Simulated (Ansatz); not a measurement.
Runs of Ansatz 0.2.0 on TiO2. The structure is tetragonal, space group P4_2/mnm (No. 136). The conventional cell has a = 4.600 Å, b = 4.600 Å, c = 2.959 Å, α = 90.00°, β = 90.00°, γ = 90.00°. Ti (site symmetry mmm) is surrounded by 6 O at 1.95 to 1.98 Å. O (site symmetry m2m) is surrounded by 3 Ti at 1.95 to 1.98 Å. The cell is a database's computed one.

| task | level | potentials or basis | U | cell | cutoff (eV) | points for each segment of the path | hubbard projectors | double counting | gap on the mesh (eV) | pressure (GPa) |
| --- | --- | --- | --- | --- | --- | --- | --- | --- | --- | --- |
| band structure | PBE+U | Ansatz PAW | Ti d U = 6 eV | as given | 420 | 14 | ortho-atomic (the default) | fll (the default) | 2.56 | (b) |
| band structure | PBE | Ansatz PAW earlier set | - | as given | 930 | 14 | - | - | 1.86 | (a) |
| single point | PBE | Ansatz PAW | - | as given | 600 | - | - | - | 1.86 | 4.2 |
| relaxation of cell and atoms | m-r2SCAN | Ansatz PAW | - | relaxed | 500 | - | - | - | 2.22 | 0.0 |

Alike in all rows: no spin polarisation; k mesh 6 × 6 × 9; smearing fermi-dirac 0.05 eV.

Q: Fill in the values left out.

A: (a) 4.3; (b) 10.0.

Caveats: odd divisions of the mesh miss points on the zone boundary, where band edges often lie, so the gap on the mesh can be too wide (some runs); the plane-wave basis is chosen anew once the cell has moved, so the energies of steps on either side of that aren't comparable (some runs); the PAW data sets come from PBE, with cores solved anew for the run's functional, which leaves a small shift of forces and pressure (some runs).

A k mesh can miss the band edges.
